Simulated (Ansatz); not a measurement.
Crystal: Ag.

```
Ag
1.0
     0.00000    2.04275    2.04275
     2.04275    0.00000    2.04275
     2.04275    2.04275    0.00000
Ag
1
Direct
  0.00000 0.00000 0.00000
```

- Program: Ansatz 0.2.0
- Task: single point
- Functional: PBE
- Potentials or basis: all-electron LAPW, scalar-relativistic
- Cutoff: 240 eV (chosen from the basis error)
- Basis error allowed: 0.001 eV/atom
- k mesh: 11 × 11 × 11
- Occupations: fermi-dirac, width 0.05 eV
- Spin: no spin polarisation

On this cell: pressure 4.4 GPa; band gap on the k mesh none (metal or under the smearing width).

The same run follows on a disturbed copy (cell strained at random at fixed volume):

```
Ag
1.0
    -0.00622    2.03863    2.06720
     2.01497    0.04695    2.01403
     2.08560    2.05608   -0.02368
Ag
1
Direct
  0.00221 0.02855 0.98957
```

What does the disturbed cell give?

The energy (extrapolated to zero smearing) moves by +6.5 meV/atom; pressure 4.8 GPa; band gap on the k mesh none (metal or under the smearing width).

Stress tensor (GPa, compression positive):
```
 5.02 -1.84  1.51
-1.84  4.77 -0.88
 1.51 -0.88  4.68
```
